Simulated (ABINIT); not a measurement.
Here is an ABINIT 10.8.3 (patched build) calculation.

File run.abi:

```
# Datasets: ground state, then fixed potential
ndtset 2

# Pseudopotentials
pp_dirpath "./"
pseudos "Sn.GGA_PBE-JTH.xml, Se.GGA_PBE-JTH.xml"

# Structure
acell 21.5806723432 7.9179524622 8.4281785158
rprim
     1.0000000000     0.0000000000     0.0000000000
     0.0000000000     1.0000000000     0.0000000000
     0.0000000000     0.0000000000     1.0000000000
ntypat 2
znucl 50 34
natom 8
typat 1 1 1 1 2 2 2 2
xred
     0.8770000000     0.7500000000     0.9090000000
     0.6230000000     0.2500000000     0.4090000000
     0.3770000000     0.7500000000     0.5910000000
     0.1230000000     0.2500000000     0.0910000000
     0.6430000000     0.7500000000     0.9840000000
     0.8570000000     0.2500000000     0.4840000000
     0.1430000000     0.7500000000     0.5160000000
     0.3570000000     0.2500000000     0.0160000000
chkprim 0
chksymtnons 0
tolsym 1.0e-6

# Plane-wave basis
ecut 22.0
pawecutdg 44.0
pawxcdev 0

# Exchange and correlation
ixc 11

# Bands and occupations
occopt 3
tsmear 0.05 eV

# SCF cycle
nstep 100

# Output
iomode 3
prtwf 0
prteig 0
prtebands 0
enunit 1
prtden1 1
prtvha1 1
prtvclmb1 1
prtpot1 1

# Dataset 1
kptopt1 1
ngkpt1 3 5 5
nshiftk1 1
shiftk1 0.0 0.0 0.0
nband1 48
tolvrs1 1.0e-9

# Dataset 2: bands along G-X-S-Y-G-Z-U-R-T-Z
iscf2 -2
getden2 1
nband2 54
nbdbuf2 4
tolwfr2 1.0e-11
kptopt2 -9
ndivsm2 6
prteig2 1
prtvol2 -3
kptbounds2
     0.0000000000     0.0000000000     0.0000000000
     0.0000000000     0.5000000000     0.0000000000
     0.0000000000     0.5000000000     0.5000000000
     0.0000000000     0.0000000000     0.5000000000
     0.0000000000     0.0000000000     0.0000000000
     0.5000000000     0.0000000000     0.0000000000
     0.5000000000     0.5000000000     0.0000000000
     0.5000000000     0.5000000000     0.5000000000
     0.5000000000     0.0000000000     0.5000000000
     0.5000000000     0.0000000000     0.0000000000
```

Potentials or basis: JTH PAW PBE v2.0.

Launch:

```bash
$ abinit run.abi > log 2>&1
```

Problem. What does it give for the pressure?

Solution. 2.4 GPa.

Problem. What does it give for the band gap along the path?

Solution. 0.55 eV, indirect (least direct gap 0.67 eV).

Levels at the corners of the path, in eV from the valence-band top:
```csv
point,band 37,band 38,band 39,band 40,band 41,band 42,band 43,band 44
Γ,-1.56,-1.20,-0.78,-0.57,0.78,2.96,3.04,3.07
X,-1.03,-1.03,-0.75,-0.75,0.90,0.90,1.39,1.39
S,-2.25,-2.25,-1.52,-1.52,2.86,2.86,3.11,3.11
Y,-0.78,-0.78,-0.32,-0.32,1.25,1.25,1.58,1.58
Γ,-1.56,-1.20,-0.78,-0.57,0.78,2.96,3.04,3.07
Z,-1.84,-1.84,-0.64,-0.64,2.64,2.64,2.83,2.83
U,-1.02,-1.02,-1.02,-1.02,1.39,1.39,1.39,1.39
R,-1.54,-1.54,-1.54,-1.54,2.61,2.61,2.61,2.61
T,-0.55,-0.55,-0.29,-0.29,1.24,1.24,1.59,1.59
Z,-1.84,-1.84,-0.64,-0.64,2.64,2.64,2.83,2.83
```

Caveat: spin-orbit coupling is left out, which moves the levels of the heavy elements.

**Experimental background.**

“Linear dichroism of the optical properties of SnS and SnSe van der Waals crystals”, 2024, arxiv:2409.17412 reports, for a bulk crystal of SnSe at 20 K: band gap 0.99 eV (indirect).

Against the measured gap of SnSe, 0.99 eV (indirect; 20 K; “Linear dichroism of the optical properties of SnS and SnSe van der Waals crystals”, 2024, arxiv:2409.17412), the calculated 0.55 eV is off by -0.44 eV. 2 values of this kind are on record (0.89 to 0.99 eV); this one was drawn at random. Spin-orbit coupling on Se, Sn is left out. The value is that of PBE, without temperature or zero-point motion. Semilocal functionals fall short of measured gaps as a rule.
